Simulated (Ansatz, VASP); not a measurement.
This is a calculation of SiO for Ansatz 0.2.0.

Contents of input.yaml:

```yaml
crystal:
  lattice:
    - [0.0, 2.4813705492, 2.4813705492]
    - [2.4813705492, 0.0, 2.4813705492]
    - [2.4813705492, 2.4813705492, 0.0]
  atoms:
    - { symbol: Si, position: [0.75, 0.75, 0.75] }
    - { symbol: O, position: [0.0, 0.0, 0.0] }
hamiltonian:
  xc: pbe
  pseudopotentials: { kind: paw }
kpoints:
  mp_grid: { grid: [9, 9, 9] }
scf:
  occupations: { method: fermi_dirac, width: 0.05 }
output:
  forces: true
  stress: true
  eigenvalues: true
```

Potentials or basis: Ansatz PAW.

The run is started by

```bash
$ ansatz run input.yaml --threads 1 --pin off --max-ram 3584MiB --backend cpu --events-out ev --progress --plain --runs-dir out
```

Q: Set up the same calculation for VASP 6.6.1. Potentials there: VASP PAW PBE potentials, release 64 (Si, O).

A: As run (the cutoff follows the program's own potentials):

File INCAR:

```
SYSTEM = SiO
PREC = Accurate ; ENCUT = 520
EDIFF = 1E-7 ; ISMEAR = -1
SIGMA = 0.05 ; LREAL = .False.
LASPH = .True. ; NELM = 100
ALGO = Normal ; ISIF = 2
LWAVE = .False. ; LCHARG = .False.
GGA = PE ; NBANDS = 12
```

Contents of KPOINTS:

```
regular mesh
0
Gamma
  9 9 9
  0 0 0
```

File POSCAR:

```
SiO
1.0
    0.0000000000      2.4813705492      2.4813705492
    2.4813705492      0.0000000000      2.4813705492
    2.4813705492      2.4813705492      0.0000000000
Si O
1 1
Direct
    0.7500000000      0.7500000000      0.7500000000
    0.0000000000      0.0000000000      0.0000000000
```

Potentials or basis: VASP PAW PBE potentials, release 64 (Si, O).

Launch:

```sh
$ cat potpaw_PBE.64/Si/POTCAR potpaw_PBE.64/O/POTCAR > POTCAR
$ mpirun -np 1 vasp_std > vasp.out
```

Both were run:

|  | VASP | Ansatz | Ansatz less VASP |
| --- | --- | --- | --- |
| gap on the k mesh at the Fermi level (eV) | none | none | - |
| pressure (GPa) | -3.3 | -3.3 | 0.00 |

A gap of «none» marks a metal or a gap that the smearing closes. With one functional, cell and mesh, what is left measures potentials, basis and numerics.

Caveats: the pressure holds a Pulay correction of +0.4 GPa for the finite cutoff (Ansatz).
